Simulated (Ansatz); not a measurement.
# CdTe (CsCl type): how the settings move a single-point run

Aim: see which settings change the result for CdTe (CsCl type), by how much, and at what cost.

Method: reference: DFT, PBEsol, all-electron LAPW, scalar-relativistic, in Ansatz 0.2.0.

**1. The structure to begin with**

The structure is cubic, space group Pm-3m (No. 221). Conventional cell: a = 3.701 Å, b = 3.701 Å, c = 3.701 Å, α = 90.00°, β = 90.00°, γ = 90.00°. Around Cd (site symmetry m-3m) lie 8 Te at 3.20 Å. Around Te (site symmetry m-3m) lie 8 Cd at 3.20 Å.

Structure file:

```
CELL_PARAMETERS angstrom
3.70062 0.00000 0.00000
0.00000 3.70062 0.00000
0.00000 0.00000 3.70062
ATOMIC_POSITIONS crystal
Cd 0.00000 0.00000 0.00000
Te 0.50000 0.50000 0.50000
```

**2. Reference**

input.yaml

```yaml
crystal:
  lattice:
    - [3.7006232649, 0.0, 0.0]
    - [0.0, 3.7006232649, 0.0]
    - [0.0, 0.0, 3.7006232649]
  atoms:
    - { symbol: Cd, position: [0.0, 0.0, 0.0] }
    - { symbol: Te, position: [0.5, 0.5, 0.5] }
kpoints:
  mp_grid: { grid: [13, 13, 13] }
  band_path:
    path:
      - [0.0, 0.0, 0.0]
      - [0.0, 0.5, 0.0]
      - [0.5, 0.5, 0.0]
      - [0.0, 0.0, 0.0]
      - [0.5, 0.5, 0.5]
      - [0.0, 0.5, 0.0]
      - [0.5, 0.5, 0.5]
      - [0.5, 0.5, 0.0]
    npoints: 14
scf:
  occupations: { method: fermi_dirac, width: 0.05 }
hamiltonian:
  xc: pbesol
  pseudopotentials: { kind: all_electron, lapw: { basis_error: 0.001 } }
output:
  forces: true
  stress: true
  eigenvalues: true
  populations: true
  dos: { projected: true, de: 0.2, e_range: [-14, 8] }
```

Started as:

```console
> ansatz run input.yaml --threads 1 --pin off --max-ram 2048MiB --backend cpu --events-out ev --progress --plain --runs-dir out
```

**3. Variant: occupations.method cold, occupations.width 0.005, spin_polarized true**

input.yaml, as its differences from that of step 2:

```diff
@@ -22,3 +22,3 @@
 scf:
-  occupations: { method: fermi_dirac, width: 0.05 }
+  occupations: { method: cold, width: 0.005 }
 hamiltonian:
@@ -31,2 +31,3 @@
   populations: true
-  dos: { projected: true, de: 0.2, e_range: [-14, 8] }
+magnetization:
+  spin_polarized: true
```

Q: Predict the outcome of this session. Wanted: for each run, ending; energy change; pressure; gap; force.

The runs gave:

| run | ending | energy change | pressure (GPa) | gap (eV) | force (eV/Å) | cycles | time |
| --- | --- | --- | --- | --- | --- | --- | --- |
| reference | converged | 0 | 0.0 | 0.00 | 0.00 | 9 | 27 s |
| 1: occupations.method cold, occupations.width 0.005, spin_polarized true | converged | +0.2 meV/atom (σ→0) | 0.0 | 0.00 | 0.00 | 11 | 55 s |

Times don't compare one to one where runs were asked for different outputs or read a saved state (see the inputs); cycles may leave out searches for a lower state.

Residual by cycle in the longest SCF loop of each run; runs are numbered as in the table. The quantity is the density residual dr2, in eV.

| cycle | reference | run 1 |
| --- | --- | --- |
| 1 | 0.303 | 0.162 |
| 2 | 0.0569 | 0.319 |
| 3 | 0.039 | 0.125 |
| 4 | 0.00757 | 0.0343 |
| 5 | 3.7e-4 | 8.0e-4 |
| 6 | 3.2e-5 | 3.1e-4 |
| 7 | 3.5e-6 | 1.9e-4 |
| 8 | 1.6e-7 | 2.9e-5 |
| 9 | 1.6e-8 | 3.8e-6 |
| 10 | - | 6.2e-8 |
| 11 | - | 5.7e-9 |

With the changed smearing and spin polarisation the energy stays within 0.5 meV/atom: no moment was seeded, so none could form, and both runs end non-magnetic. Semilocal functionals close small gaps, and spin-orbit coupling, left out here, moves these band edges, so the missing gap need not be the real solid's.
